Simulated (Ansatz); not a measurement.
**Abstraction of Br: SiH(CH3)2Br + C4H9 → SiH(CH3)2 + C4H9Br**

Species: SiH(CH3)2Br, singlet; C4H9 (1-butyl radical) `[CH2]CCC`, doublet; SiH(CH3)2, doublet; C4H9Br (1-bromobutane) `CCCCBr`, singlet. A radical takes Br: the energy is the difference in strength between the Si–Br bond broken and the C–Br bond made.

Shapes, held fixed at every level: PBE0-D4/def2-TZVP. Flexible molecules stand in one conformer, not always the lowest. Programs: Ansatz 0.2.0. The zero-point and thermal change to 298 K, harmonic and unscaled (PBE0-D4/def2-TZVP), is +7.1 kJ/mol.

| level | kind | ΔH(298 K) (kJ/mol) |
| --- | --- | --- |
| PBE-D4/def2-TZVPP | GGA | +101.3 |
| B3LYP-D4/def2-TZVPP | global hybrid | +115.4 |
| PBE0-D4/def2-TZVPP | global hybrid | +112.3 |
| wB97X-V/def2-TZVPP | range-separated hybrid | +118.4 |
| B2PLYP/def2-TZVPP | double hybrid | +115.9 |
| CCSD(T)/def2-SVP | coupled cluster or CI | +106.4 |
| CCSD/def2-SVP | coupled cluster or CI | +111.3 |
| MP2/def2-TZVPP | perturbation theory | +107.5 |

MP2/def2-TZVPP gives ΔH(298 K) = +107.5 kJ/mol; the levels span +101.3 to +118.4. The median of the levels is +111.8. No measured value is set beside it here. Open shells run unrestricted unless RO is named. Relativity is left out for Br unless named. Correlated rows may include outer-core shells of Br, which these sets cover unevenly.
